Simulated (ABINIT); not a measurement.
FeO (Wuestite):

```xyz
2
Lattice="1.5188 0.8769 2.5196 -1.5188 0.8769 2.5196 0.0000 -1.7538 2.5196" Properties=species:S:1:pos:R:3 pbc="T T T"
Fe    0.0000    0.0000    0.0000
O     0.0000    0.0000    3.7794
```

* Program: ABINIT 10.8.3 (patched build)
* Task: relaxation of cell and atoms
* Functional: LDA
* Potentials or basis: JTH PAW LDA v2.0
* Cutoff: 707 eV
* k mesh: 6 × 6 × 6
* Occupations: fermi-dirac, width 0.05 eV
* Spin: collinear spin, ferromagnetic start
* Starting moments: [3.0, 0.0] μB

At the start: pressure -16.2 GPa; volume 10.07 Å³/atom.

Problem. Where does the relaxation end?

Solution. Over 5 steps the energy falls by 52.3 meV/atom and the volume is 9.06 Å³/atom (-10.0 %); space group Fm-3m (No. 225, to 0.05 Å); moment 3.72 μB per cell.

The path:
| step | energy change (eV) | largest force (eV/Å) | pressure (GPa) | volume (Å³) |
| --- | --- | --- | --- | --- |
| 1 | 0.0000 | 0.0000 | -16.18 | 20.13 |
| 2 | -0.0752 | 0.0000 | -8.26 | 19.15 |
| 3 | -0.1039 | 0.0000 | -1.50 | 18.26 |
| 4 | -0.1044 | 0.0000 | 0.62 | 18.07 |
| 5 | -0.1045 | 0.0000 | -0.02 | 18.13 |

Final structure:
```
Fe O
1.0
     1.46783    0.84745    2.42870
    -1.46783    0.84745    2.42870
     0.00000   -1.69491    2.42870
Fe O
1 1
Cartesian
  0.0000 0.0000 0.0000
  0.0000 0.0000 3.6430
```

Caveat: the k mesh is coarse (spacing up to 0.42 Å⁻¹), so the values aren't converged; a cell with one magnetic atom can't hold antiferromagnetic order, which such compounds often take.
